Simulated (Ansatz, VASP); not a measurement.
## One calculation of Al, two programs

```
CELL_PARAMETERS angstrom
2.71970 0.00000 0.00000
-1.35985 2.35533 0.00000
0.00000 0.00000 8.97705
ATOMIC_POSITIONS crystal
Al 0.00000 0.00000 0.00000
Al 0.00000 0.00000 0.50000
Al 0.33333 0.66667 0.25000
Al 0.66667 0.33333 0.75000
```

Alike in both runs: functional LDA; k mesh 9 × 9 × 3; occupations gaussian, width 0.15 eV; no spin polarisation.

Ansatz relaxed the structure, and its values are those at the end. VASP's run is a single point on that final structure, the one shown.

|  | VASP | Ansatz |
| --- | --- | --- |
| version | VASP 6.6.1 | Ansatz 0.2.0 |
| potentials or method | VASP PAW LDA potentials, release 64 (Al) | plane waves, PAW |
| plane-wave cutoff (eV) | 520 | 420 |
| valence electrons in the cell | 12 | 12 |

VASP gave:

- pressure (GPa): 10.2

Problem. Estimate Ansatz's values.

Solution. Pressure (GPa): 10.0.
